## Question

The elasticity of zincblende crystals can be pictured with two kinds of spring. One resists a change of bond length, the other a change of the angle between bonds. This is the Keating model, and it is attractive because two elastic constants then yield the third.

Zincblende crystals (space group F-43m), with cells relaxed at the same level as the elastic constants: Ansatz 0.2.0, LDA, plane-wave PAW, scalar-relativistic, no spin polarisation, cutoff 420 eV, fixed occupations. The elastic constants are for a strain amplitude of 0.002, with the atoms relaxed in the strained cell.

| formula | element on site A | Z A | element on site B | Z B | difference of Pauling electronegativities | valence electrons | volume per atom (Å³) | shortest distance (Å) | k mesh | c11 (GPa) | c12 (GPa) | c44 (GPa) | c12 less c44 (GPa) |
| --- | --- | --- | --- | --- | --- | --- | --- | --- | --- | --- | --- | --- | --- |
| ZnS | Zn | 30 | S | 16 | 0.93 | 18 | 18.58 | 2.294 | 10×10×10 | 117 | 71.4 | 52.1 | 19.3 |
| ZnSe | Zn | 30 | Se | 34 | 0.9 | 18 | 21.57 | 2.411 | 8×8×8 | 97.6 | 58.9 | 43.0 | 15.9 |
| GaP | Ga | 31 | P | 15 | 0.38 | 8 | 19.59 | 2.335 | 8×8×8 | 142 | 64.0 | 71.0 | -7.0 |
| GaAs | Ga | 31 | As | 33 | 0.37 | 8 | 21.99 | 2.426 | 12×12×12 | 117 | 53.0 | 58.6 | -5.6 |
| CdS | Cd | 48 | S | 16 | 0.89 | 18 | 23.85 | 2.493 | 8×8×8 | 81.7 | 61.3 | 27.8 | 33.5 |
| CdTe | Cd | 48 | Te | 52 | 0.41 | 18 | 32.90 | 2.775 | 8×8×8 | 58.5 | 40.0 | 21.6 | 18.4 |
| InP | In | 49 | P | 15 | 0.41 | 8 | 24.73 | 2.523 | 10×10×10 | 100 | 56.5 | 45.4 | 11.1 |

Here c11 and c12 are the stresses along and across a cube axis per unit of stretch along it, with the other two edges held at their length. The constant c44 is the resistance to a shear that changes the right angles of the cube, after the atoms have settled.

(a) Derive the model's condition on the three constants and apply it to CdS.
(b) Find a sign of failure that can be read from a row at a glance, and decide whether a better choice of springs would cure it.
(c) Explain where the model goes wrong, and say how far the calculations support the explanation.

## Model answer

**(a)** Let S be the stiffness due to bond stretching and T that due to angle bending, both in GPa. Summing the spring energies over the four bonds of an atom gives

c11 = S + 3T,  c12 = S − T.

Shear needs one more step, because the two sublattices may shift against each other. Call the shear γ and the shift w, measured in quarters of the cube edge. The shift changes bond lengths and bond angles in opposite senses, so the energy per volume is

½ [S(γ + w)² + T(γ − w)²].

The crystal chooses the w of lowest energy. The stiff bonds then largely escape being stretched, and the soft angles take up most of the deformation. The two springs act in series:

c44 = 4ST/(S + T) = (c11 − c12)(c11 + 3c12) / [2(c11 + c12)].

For CdS the three brackets are 81.7 − 61.3 = 20.4, 81.7 + 3 × 61.3 = 265.6 and 81.7 + 61.3 = 143.0 GPa. The model therefore gives

c44 = 20.4 × 265.6 / (2 × 143.0) ≈ 19 GPa,

whereas the calculation gives 27.8 GPa. The computed c44 played no part in the estimate, so the shortfall of about a third is a true miss.

The same test, with each crystal supplying its own two springs, fails in the same direction in all seven rows. The model c44 is about 11% too low in GaP and GaAs, and CdS is the worst case. The printed output after this text gives the comparison for every row.

**(b)** Divide c44 by c′ = (c11 − c12)/2, the resistance to stretching the cube along one axis while squeezing it across at fixed volume. In the model c′ = 2T, so this quotient, the Zener ratio, equals 2S/(S + T). It stays below 2 for any positive S and T. A stable crystal with a ratio above 2 is thus beyond the reach of the model, whatever springs are chosen.

The sign can be read from a row at a glance, because the ratio exceeds 2 when c44 is larger than c11 − c12. For CdS these are 27.8 and 20.4 GPa, and the ratio is 27.8/10.2 ≈ 2.7. The other II-VI compounds also lie clearly above the limit, and InP lies just above it. GaP and GaAs lie below it, yet they still miss the full condition of part (a). A ratio above 2 therefore proves failure, but a ratio below 2 does not prove success.

A different choice of springs only moves the error. If they are taken from the bulk modulus and c44, the model reproduces those two and overestimates c′, by 16% in GaP and by 52% in CdS. An engineer who knows two constants and fills in the third would get a crystal too soft in one kind of shear or too stiff in the other.

**(c)** The model ties together things that are independent in the real crystal. One such tie can be inspected. When the crystal is sheared and the atoms have not yet settled, the sublattices push on each other. In the model this push comes from the difference S − T, which is also c12, so c12 fixes it completely.

The forces from the same calculations are only 54 to 73% of the model's value. This takes the strain amplitude, 0.002, as the full change of angle γ, and the energies bear it out. In GaAs the sheared and settled cell lies 0.00003 eV above the unstrained one, as ½ c44 γ² times the cell volume requires; twice the angle would cost four times as much. A push that is too strong tends to make the model yield too much under shear, which is the direction of the error in c44. The push alone does not rank the misses, however. It reaches 70% of the model's value in both GaP and InP, yet c44 is missed by about 11% in the first and 17% in the second.

The final softening also depends on how stiffly the sublattices resist the shift. In GaAs a first force of 0.01515 eV/Å makes them move against each other by 0.00158 Å, so the stiffness is about 9.6 eV/Å². The settling lowers c44 by the square of the force per unit of γ, divided by this stiffness and by the cell volume. That is 21.8 GPa, so c44 is 80.4 GPa before the atoms settle. The model starts from S + T = 85 GPa and loses 33.0 GPa. It is thus 4.6 GPa too stiff at first and then yields 11.2 GPa too much, which together gives the miss of 6.6 GPa. In GaAs the excessive yielding is the larger error, and the other partly hides it. This division is made here for GaAs only, and the shares may differ in the other crystals.

Theory offers a reason for the broken tie. The atoms of these compounds carry opposite effective charges, and a shift of one sublattice is felt through electric forces far beyond the nearest neighbours. These forces contribute to c12, to c44 and to the push between sublattices in proportions that two local springs cannot imitate. Short-range couplings that the model omits, for instance between a bond and the angles beside it, can act as well.

The pairs GaP and ZnS, GaAs and ZnSe, InP and CdS show how the failure grows with polarity. Within a pair the total number of electrons, Z A plus Z B, is the same (the valence count in the table differs only because its rule includes the filled d shell of zinc and cadmium but not that of gallium and indium), and the bulk modulus changes by only 3 to 4%. Yet c′ falls by 40 to 53% from the III-V to the II-VI compound, and the relative miss of c44 roughly doubles. A chemical reading is that charge moves from the bond towards the anion, so that the bond loses its sense of direction and the angles become easier to bend.

## Remarks on the reasoning

**A doubled percentage is not a doubled force.** From InP to CdS the miss itself grows only from 7.9 to 8.9 GPa, while c44 drops from 45.4 to 27.8 GPa. Most of the increase in the percentage thus comes from the softer crystal, in which a similar neglected contribution weighs more. In the two gallium–zinc pairs the miss grows more strongly, and both effects count. A good answer looks at the error in GPa before it assigns a cause to the error in percent.

**A simple test can pass for the wrong reason.** Another quick check is the Cauchy relation c12 = c44. In GaP and GaAs it holds to about 10%, which is as good as the spring model, and it is tempting to conclude that forces along the bonds suffice. Such forces, however, guarantee the relation only if every atom is a centre of inversion, and in zincblende none is. With bond stretching alone, T would be zero and so would c44. The near agreement is a coincidence of values, and in CdS c12 is more than twice c44.

**Electronegativity alone does not rank the failures.** InP and CdTe have the same Pauling difference, 0.41, but the model misses c44 by about 17% in the first and 22% in the second. CdS has a larger relative miss than ZnS although its Pauling difference is slightly smaller. The softness of the angles has to be considered along with the polarity. The seven crystals are also a selection, from which failed runs and some others were left out, so the trend is shown for these rows only.

**The failure belongs to the springs, not to the density functional.** The reference here is an LDA calculation, not a measurement. If LDA made all three constants too stiff by a common factor, the relative miss would stay the same, because the condition compares the constants only with each other. An error that affects them unequally would not cancel. One possible source is that these LDA runs used PAW datasets made for another functional, PBE. The sampling meshes differ between rows and their convergence is not shown. For GaAs, CdTe and InP there is also a warning that a crossing of bands between the sampled k points may be missed. With fixed occupations, such a crossing would mean that the wrong states were filled there, and the constants of these three rows would suffer. The rounding of c11 in the table can also shift the relative miss by almost one percentage point. The small difference between GaP and GaAs therefore deserves no explanation.

**The electric explanation remains an argument.** If the miss is measured in the natural unit of electric stiffness, e²/d⁴ with d the bond length, its largest value is 1.5 times its smallest. Measured against the bulk modulus, the factor is 1.6. The two yardsticks do almost equally well, so this comparison cannot single out electric forces as the cause. Nor can it rule them out, because the electric unit supposes equal charges and equal screening in all seven crystals, whereas both are expected to vary. A sharper test would need the effective charges and the dielectric constants.

The question left open is what causes the 11% that is missing even in GaP and GaAs. All seven crystals are polar, so none shows how well the two springs would do without charges on the atoms. A non-polar crystal with the same network of bonds, computed in the same way, would give a first idea of how much the omitted short-range couplings can contribute.

The analysis program printed:

```
Spring model with c11 and c12 given:
   row  model c44 in GPa  computed c44 in GPa  computed less model in GPa  model error in %  error of Cauchy guess in %
   ZnS             40.08                 52.1                       12.02            -23.07                       37.04
  ZnSe             33.92                   43                       9.085            -21.13                       36.98
   GaP             63.23                   71                       7.767            -10.94                      -9.859
  GaAs             51.95                 58.6                       6.647            -11.34                      -9.556
   CdS             18.94                 27.8                       8.855            -31.85                       120.5
  CdTe             16.76                 21.6                       4.837            -22.39                       85.19
   InP             37.45                 45.4                       7.946             -17.5                       24.45
Spring model with bulk modulus and c44 given:
   row  bulk modulus in GPa  model c' in GPa  computed c' in GPa  model error in %
   ZnS                 86.6            31.01                22.8             36.01
  ZnSe                 71.8            25.57               19.35             32.14
   GaP                   90            45.24                  39             15.99
  GaAs                74.33            37.33                  32             16.65
   CdS                 68.1            15.55                10.2             52.45
  CdTe                46.17            12.31                9.25             33.04
   InP                   71            27.38               21.75             25.87
Sublattice force and size of the miss:
   row  model force in meV/A  computed force in meV/A  computed over model force  c44 miss over Coulomb unit  c44 miss over bulk modulus
   ZnS                 25.01                    13.45                     0.5378                      0.1443                      0.1388
  ZnSe                 22.79                    12.57                     0.5518                      0.1331                      0.1265
   GaP                 23.22                    16.17                     0.6963                      0.1001                      0.0863
  GaAs                 20.77                    15.15                     0.7295                      0.0998                     0.08942
   CdS                 25.36                    14.42                     0.5687                      0.1483                        0.13
  CdTe                 20.51                    12.72                     0.6204                      0.1243                      0.1048
   InP                 23.95                    16.74                     0.6989                      0.1395                      0.1119
Largest effect of c11 rounding on the model c44 in percent of c44: 0.8368
Relative miss of ZnS over that of GaP: 2.109
Relative miss of ZnSe over that of GaAs: 1.863
Relative miss of CdS over that of InP: 1.82
Change of c' from GaP to ZnS in percent: -41.54
Change of c' from GaAs to ZnSe in percent: -39.53
Change of c' from InP to CdS in percent: -53.1
Largest over smallest relative miss of c44: 2.912
Largest over smallest miss in Coulomb units: 1.486
Largest over smallest miss in units of the bulk modulus: 1.608
```
